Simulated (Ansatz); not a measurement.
# BaTiO3 (P1) in Ansatz: settings compared

One crystal, BaTiO3, is run at these levels: PBEsol+U, r2SCAN+D3(BJ); tasks: relaxation of cell and atoms.

Everything below comes from runs of Ansatz 0.2.0. Logs are shortened: lines on timing, memory, paths and dates and some standing lists are left out, and cuts for length are marked.

### 1 Starting point

The typed cell holds 10 atoms: a = 4.000 Å, b = 4.000 Å, c = 8.036 Å, α = 90.00°, β = 90.00°, γ = 90.00°.

### 2 Relaxation of cell and atoms, PBEsol+U

input.yaml reads:

```yaml
crystal:
  lattice:
    - [3.9998, 0.0, 0.0]
    - [0.0, 3.9998, 0.0]
    - [0.0, 0.0, 8.036]
  atoms:
    - { symbol: Ba, position: [0.99933387, 0.00148967, 0.00205798] }
    - { symbol: Ba, position: [0.00066613, 0.99851033, 0.49794202] }
    - { symbol: Ti, position: [0.48935347, 0.49786156, 0.23992239] }
    - { symbol: Ti, position: [0.51064653, 0.50213844, 0.74207761] }
    - { symbol: O, position: [0.50279005, 0.50209599, 0.01077264] }
    - { symbol: O, position: [0.49720995, 0.49790401, 0.50522736] }
    - { symbol: O, position: [0.50567457, 0.00167772, 0.25809841] }
    - { symbol: O, position: [0.49432543, 0.99832228, 0.75690159] }
    - { symbol: O, position: [0.00776503, 0.499712, 0.26264036] }
    - { symbol: O, position: [0.99223497, 0.500288, 0.75235964] }
hamiltonian:
  xc: pbesol
  pseudopotentials: { kind: paw }
  hubbard: { sites: [{ species: Ti, l: d, u_eff: 5.0 }] }
kpoints:
  mp_grid: { grid: [7, 7, 4] }
scf:
  occupations: { method: fermi_dirac, width: 0.05 }
output:
  forces: true
  stress: true
  eigenvalues: true
relax:
  f_tol: 0.01
  max_steps: 40
  cell: { stress_tol: 0.05 }
```

Potentials or basis: Ansatz PAW.

Started as:

```console
> ansatz run input.yaml --threads 4 --pin off --max-ram 11264MiB --backend cpu --events-out ev --progress --plain --runs-dir out
```

Output:

```text
Warning: RAYON_NUM_THREADS=4 ignored (pool sized by the plan → 4); use --threads N
Ba: projections on atomic orbitals take those of the free atom [Kr 4d10] 5s2 5p6 6s2, of charge +0.00 (hamiltonian.pseudopotentials.projection_atoms); the dataset's partial waves leave at most 9.7e-6 of an orbital's norm unspanned inside its sphere
Ti: projections on atomic orbitals take those of the free atom [Ne] 3s2 3p6 3d2 4s2, of charge +0.00 (hamiltonian.pseudopotentials.projection_atoms); the dataset's partial waves leave at most 4.1e-7 of an orbital's norm unspanned inside its sphere
O: projections on atomic orbitals take those of the free atom [He] 2s2 2p4, of charge +0.00 (hamiltonian.pseudopotentials.projection_atoms); the dataset's partial waves leave at most 1.9e-8 of an orbital's norm unspanned inside its sphere
Engine: ansatz 0.2.0, aarch64-unknown-linux-gnu
Pseudopotentials: kind: paw
Pseudopotential: Ba, paw, valence charge 10, recommended cutoff 420 eV (normal), Ba.paw.azcp
Pseudopotential: Ti, paw, valence charge 12, recommended cutoff 420 eV (normal), Ti.paw.azcp
Pseudopotential: O, paw, valence charge 6, recommended cutoff 420 eV (normal), O.paw.azcp
Functional definition: PBEsol
  exchange = pbesol_x
  correlation = pbesol_c
Crystal: 10 atoms, lattice volume = 128.563 Å³
Basis set: ecut = 420 eV, 2475 PW (Γ), exchange–correlation on 54×54×108 points (8 copies of the dense FFT grid, shifted against one another)
Bands: 50, of which v1, the nominal top of the filled ones, is band 40 counted from 1 (39 counted from 0)
Symmetry: 1 space group operations
Space group: P1 (ITA 1), of the structure as read, at distance tolerance 5.0e-5 Å
k-points: 99 of 196 (time reversal used)
Non-local potential: Ba, projectors of the file, l = 0: 3, l = 1: 2, l = 2: 2, l = 3: 2
Non-local potential: Ti, projectors of the file, l = 0: 3, l = 1: 2, l = 2: 3, l = 3: 1
Non-local potential: O, projectors of the file, l = 0: 2, l = 1: 2, l = 2: 1
PAW form: soft (Blöchl's): semilocal exchange-correlation on the pseudo side does not see the compensation charge
PAW frozen core: Ba, regenerated for the run's functional, and the local potential with it (the file was generated under x = pbe(κ = 0.804, μ = 0.2195149727645171), c = pbe(β = 0.06672455060314922))
PAW frozen core: Ti, regenerated for the run's functional, and the local potential with it (the file was generated under x = pbe(κ = 0.804, μ = 0.2195149727645171), c = pbe(β = 0.06672455060314922))
[... 133 lines left out ...]
  Σ components = -20046.273235   (vs F -20046.273235, Δ=0.00e0)
--- Forces (eV/Å), atoms counted from 1 ---
  atom   1  Ba    -0.00005424    -0.00001192    -0.00020625
  atom   2  Ba     0.00002937     0.00001275     0.00006443
  atom   3  Ti     0.00005836    -0.00001925     0.00065049
  atom   4  Ti    -0.00004299     0.00002885     0.00004085
  atom   5  O      0.00000751     0.00000224    -0.00023847
  atom   6  O      0.00001170    -0.00000413    -0.00027091
  atom   7  O      0.00002533     0.00002026    -0.00002519
  atom   8  O     -0.00001264    -0.00002666     0.00001960
  atom   9  O      0.00003413     0.00000217    -0.00000817
  atom  10  O     -0.00005655    -0.00000432    -0.00003085
  max |Σ_I F_I| component: 4.47e-6 eV/Å
--- Stress (GPa, compression-positive) ---
       -0.003813      -0.000084       0.000024
       -0.000084      -0.003644      -0.000012
        0.000024      -0.000012      -0.004453
  P = ⅓ Tr σ = -0.0040 GPa (-0.040 kbar)
--- Band table (eV; the first three rows and the last of 99) ---
  k-point 0: bands = ["-47.0377", "-47.0359", "-23.3620", "-23.3154", "-23.3154", "-23.3154", "-23.3133", "-23.3133", "-14.0246", "-13.8889", "-6.5127", "-6.2923", "-5.4625", "-5.4624", "-5.4319", "-5.2707", "0.7638", "0.7638", "0.7638", "0.9802", "0.9803", "1.2360", "6.4425", "7.6438", "7.6439", "8.1427", "8.1427", "8.1427", "8.5876", "8.6030", "8.8972", "8.8972", "9.4156", "9.4157", "9.4157", "9.8151", "9.8152", "10.4452", "10.4452", "10.4452", "12.9795", "12.9796", "12.9796", "13.0996", "14.3524", "14.3524", "14.4033", "14.5020", "14.5020", "15.6167"]
  k-point 1: bands = ["-47.0376", "-47.0363", "-23.3551", "-23.3221", "-23.3151", "-23.3151", "-23.3136", "-23.3136", "-14.0053", "-13.9093", "-6.4638", "-6.3013", "-5.4632", "-5.4580", "-5.4364", "-5.3208", "0.7938", "0.7939", "0.8343", "0.9468", "0.9468", "1.1680", "6.6728", "7.7408", "7.7408", "7.8739", "8.0984", "8.0984", "8.7059", "8.7879", "8.9224", "8.9224", "9.2757", "9.2767", "9.2767", "9.9000", "9.9000", "10.0471", "10.3383", "10.3383", "12.9965", "13.0814", "13.2395", "13.2395", "14.3015", "14.3015", "14.3651", "14.3986", "14.7861", "15.9018"]
  k-point 2: bands = ["-47.0371", "-47.0371", "-23.3385", "-23.3385", "-23.3144", "-23.3144", "-23.3144", "-23.3144", "-13.9579", "-13.9579", "-6.3626", "-6.3626", "-5.4473", "-5.4472", "-5.4176", "-5.4174", "0.8686", "0.8686", "0.8686", "0.8686", "1.0023", "1.0023", "7.2537", "7.2539", "7.9479", "7.9479", "7.9479", "7.9479", "8.9729", "8.9729", "9.0424", "9.0424", "9.0426", "9.0426", "9.3336", "9.3336", "10.1096", "10.1096", "10.1096", "10.1096", "13.0383", "13.0384", "13.7971", "13.7971", "13.7971", "13.7971", "14.3850", "14.3851", "15.5779", "15.5780"]
  k-point 98: bands = ["-47.0361", "-47.0357", "-23.3586", "-23.3566", "-23.3518", "-23.3216", "-23.3202", "-23.3196", "-13.8608", "-13.7893", "-6.3329", "-5.9294", "-5.4879", "-5.4219", "-5.4186", "-5.3591", "0.6170", "0.6677", "0.7999", "0.9693", "1.0153", "1.1432", "6.2213", "6.4399", "6.8135", "7.1276", "7.5372", "7.6613", "7.8348", "7.8952", "8.2227", "8.3797", "8.5186", "9.1493", "9.4718", "9.5937", "9.6250", "9.6592", "9.7958", "10.4108", "13.5706", "14.4177", "14.4390", "14.4622", "14.5301", "14.7111", "15.1344", "15.8480", "16.7369", "17.8432"]
Occupation matrices written to <dir>
--- Relaxed structure (6 steps of the walk, 5 accepted, 2 SCFs on fresh bases) ---
  F+E_penalty+E_count = -20046.27323533 eV   max|allowed force component| = 6.509e-4 eV/Å   (the final SCF, on the basis selected at the relaxed cell)
  cell:  # Å, volume = 126.3559 Å³
    - [3.9828027881610053, 1.3236290441095116e-6, -3.8064382445886035e-7]
    - [1.3236290441095116e-6, 3.982799510117993, 2.0052652649097657e-7]
    - [-7.647516809218965e-7, 4.0287793561715275e-7, 7.96559887105798]
  atoms:
    - { symbol: Ba, position: [1.0000017173255598, -2.849233138955251e-7, 0.002776965175729578] }
    - { symbol: Ba, position: [-1.8846390014782001e-6, 0.9999986629917899, 0.5027741413557899] }
    - { symbol: Ti, position: [0.4999951948004639, 0.5000016977454368, 0.25273005593012704] }
    - { symbol: Ti, position: [0.5000018193012383, 0.4999941026192616, 0.7527336460992979] }
    - { symbol: O, position: [0.5000003356726045, 0.5000006122846928, 0.002848330221922624] }
    - { symbol: O, position: [0.49999993241275054, 0.5000008075132965, 0.5028477833055601] }
    - { symbol: O, position: [0.49999750196170006, -1.5868051912540185e-6, 0.25282121205761626] }
    - { symbol: O, position: [0.5000031335047134, 1.0000045460254388, 0.7528228642477831] }
    - { symbol: O, position: [-8.206254846425657e-7, 0.49999893681067115, 0.2528209559332912] }
    - { symbol: O, position: [1.0000030702854557, 0.5000025057379188, 0.7528240456728827] }
```

occupation_matrices:

```text
# The occupation matrices of the corrected shells as a run of Ansatz 0.0.0 ended. An entry of
# hamiltonian.hubbard.sites starts from them by `starting_ns: <path of this file>`, where that key's refused
# combinations let it.
[... 35 lines left out ...]
  site3_d:
    matrix:
      - [0.2884026051484071, 1.4718841001328248e-8, 2.4431496044432852e-8, 1.444116772450608e-7, -5.1937428704821325e-8]
      - [1.4718841001328248e-8, 0.1673721411240885, 5.05857356253886e-9, 1.3177585875818142e-8, 5.268002405075752e-8]
      - [2.4431496044432852e-8, 5.05857356253886e-9, 0.16737237966142232, -9.153156078508696e-9, 1.1813556939264084e-7]
      - [1.4441167724506077e-7, 1.3177585875818142e-8, -9.153156078508694e-9, 0.28838293888888217, -6.230691604205967e-11]
      - [-5.1937428704821325e-8, 5.268002405075752e-8, 1.1813556939264084e-7, -6.230691604205967e-11, 0.16737557359625221]
```

Run time: 3.6 min. Hardware: 4 threads of Arm Neoverse V1, shared host; peak memory 1.1 GiB.

What came out:

```yaml
Free_energy: -20046.2732 eV
Relaxed_volume: 12.64 Å³/atom
Relaxed_cell: a = 3.983 Å, b = 3.983 Å, c = 7.966 Å, α = 90.00°, β = 90.00°, γ = 90.00°
Space_group_after_relaxing_to_0.05_Å: Pm-3m (No. 221)
Energy_gained_by_relaxing: 9.0 meV/atom
Ionic_steps: 7
Pressure_after_relaxing: 0.0 GPa
Band_gap_on_the_k_mesh: 2.42 eV
```

The path:
```
step  energy change (eV)  largest force (eV/Å)  volume (Å³)
   1              0.0000                1.3247       128.56
   2             -0.0865                0.1547       126.54
   3             -0.0952                0.0025       126.69
   4             -0.0967                0.0021       126.44
   5             -0.0896                0.0021       126.44
   6             -0.0900                0.0006       126.36
   7             -0.0897                0.0007       126.36
```

Final structure:
```xyz
10
Lattice="3.9828 0.0000 0.0000 0.0000 3.9828 0.0000 0.0000 0.0000 7.9656" Properties=species:S:1:pos:R:3 pbc="T T T"
Ba    3.9828    0.0000    0.0221
Ba    0.0000    3.9828    4.0049
Ti    1.9914    1.9914    2.0131
Ti    1.9914    1.9914    5.9960
O     1.9914    1.9914    0.0227
O     1.9914    1.9914    4.0055
O     1.9914    0.0000    2.0139
O     1.9914    3.9828    5.9967
O     0.0000    1.9914    2.0139
O     3.9828    1.9914    5.9967
```

Levels at points of the mesh, in eV from the valence-band top:
```
            k point  band 37  band 38  band 39  band 40  band 41  band 42  band 43  band 44
 (0.00, 0.00, 0.00)    -0.74    -0.11    -0.11    -0.11     2.42     2.42     2.42     2.54
(0.00, 0.00, -0.50)    -0.45    -0.45    -0.45    -0.45     2.48     2.48     3.24     3.24
```

Eigenvalues of the final occupation matrices:
```tsv
site	spin	trace	eigenvalues
site 1	1	1.08	0.17 0.17 0.17 0.29 0.29
site 2	1	1.08	0.17 0.17 0.17 0.29 0.29
```

Caveat: odd divisions of the mesh miss points on the zone boundary, where band edges often lie, so the gap on the mesh can be too wide; the plane-wave basis is chosen anew once the cell has moved, so the energies of steps on either side of that aren't comparable; the pressure holds a Pulay correction of +0.6 GPa for the finite cutoff; spin-orbit coupling is left out, which moves the levels of the heavy elements; the PAW data sets come from PBE, with cores solved anew for the run's functional, which leaves a small shift of forces and pressure.

(Continued in part 2 of 2.)
